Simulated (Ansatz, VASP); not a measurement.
# Sn: VASP beside Ansatz

The input INCAR:

```
SYSTEM = Sn
  ALGO = Normal
  EDIFF = 1E-7
  ENCUT = 520
  GGA = PS
  ISIF = 2
  ISMEAR = -1
  LASPH = .TRUE.
  LCHARG = .FALSE.
  LREAL = .FALSE.
  LWAVE = .FALSE.
  NBANDS = 13
  NELM = 80
  PREC = Accurate
  SIGMA = 0.05
```

File KPOINTS:

```
k-points
0
G
  10 10 10
  0 0 0
```

The input POSCAR:

```
Sn
1.0
   -1.9318112889      1.9318112889      1.9318112889
    1.9318112889     -1.9318112889      1.9318112889
    1.9318112889      1.9318112889     -1.9318112889
Sn
1
Direct
    0.0000000000      0.0000000000      0.0000000000
```

The input input.yaml:

```yaml
crystal:
  lattice:
    - [-1.9318112889, 1.9318112889, 1.9318112889]
    - [1.9318112889, -1.9318112889, 1.9318112889]
    - [1.9318112889, 1.9318112889, -1.9318112889]
  atoms:
    - { symbol: Sn, position: [0.0, 0.0, 0.0] }
hamiltonian:
  xc: pbesol
  pseudopotentials: { kind: paw }
kpoints:
  mp_grid: { grid: [10, 10, 10] }
scf:
  occupations: { method: fermi_dirac, width: 0.05 }
output:
  forces: true
  stress: true
  eigenvalues: true
  write_density: true
  write_potential: true
  elf: true
  volumetric_format: npy
```

Change from the starting cell: volume scaled by 1.06.

Alike in both runs: task single point; functional PBEsol; k mesh 10 × 10 × 10; occupations fermi-dirac, width 0.05 eV; no spin polarisation.

|  | VASP | Ansatz |
| --- | --- | --- |
| version | VASP 6.6.1 | Ansatz 0.2.0 |
| potentials or method | VASP PAW PBE potentials, release 64 (Sn_d) | Ansatz PAW |
| plane-wave cutoff (eV) | 520 | 420 |
| valence electrons in the cell | 14 | 14 |

Ansatz gave:

| Property | Result |
| --- | --- |
| gap on the k mesh at the Fermi level (eV) | none |
| pressure (GPa) | -4.3 |

Problem. Which values does VASP return?

Solution. gap on the k mesh at the Fermi level (eV): none; pressure (GPa): -4.4.

A gap of «none» marks a metal or a gap that the smearing closes. The functional is the same, so the differences come from potentials, cutoffs and numerics.

Caveats: the PAW data sets were made with another functional, which shifts forces and pressure a little (VASP); the PAW data sets come from PBE, with cores solved anew for the run's functional, which leaves a small shift of forces and pressure (Ansatz).
